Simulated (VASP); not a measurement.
**SiC: single point with LDA**

SiC:

```
CELL_PARAMETERS angstrom
-0.00979 2.15268 2.16918
2.15268 -0.00979 2.16918
2.14289 2.14289 0.00000
ATOMIC_POSITIONS crystal
Si 0.99952 0.99952 0.00048
C 0.25048 0.25048 0.24952
```

The cell was built by a generator and isn't the measured one.

The cell isn't the ideal one: strained cell.

```yaml
Program: VASP 6.6.1
Task: single point
Functional: LDA
Potentials_or_basis: VASP PAW LDA potentials, release 64 (Si, C)
Cutoff: 520 eV
k_mesh: 10 × 10 × 10
Occupations: gaussian, width 0.02 eV
Spin: no spin polarisation
```

* Pressure: 2.5 GPa
* Band gap on the k mesh: 1.19 eV, indirect (least direct gap 4.43 eV)

Stress tensor (GPa, compression positive):
```
3.14 2.36 0.00
2.36 3.14 0.00
0.00 0.00 1.09
```

Levels at points of the mesh, in eV from the valence-band top:
```csv
k point,band 1,band 2,band 3,band 4,band 5,band 6,band 7,band 8,band 9
"(0.00, 0.00, 0.00)",-15.61,-0.10,-0.10,0.00,6.54,7.22,7.37,7.42,14.44
"(0.50, 0.00, 0.00)",-11.92,-8.80,-1.16,-1.03,5.64,7.14,7.32,10.04,16.21
"(0.50, 0.50, 0.00)",-10.41,-8.04,-3.34,-3.18,1.26,4.32,14.11,14.13,14.79
"(0.00, 0.00, 0.50)",-11.85,-8.77,-1.19,-1.13,5.52,7.11,7.16,9.99,16.21
"(0.50, 0.00, 0.50)",-10.35,-7.94,-3.35,-3.34,1.19,4.18,13.96,14.19,14.93
```

Wall time 12 s on 1 thread of Intel(R) Xeon(R) 6975P-C (Granite Rapids), with other jobs on the host, peak memory 0.15 GiB.

A k mesh can miss the band edges.
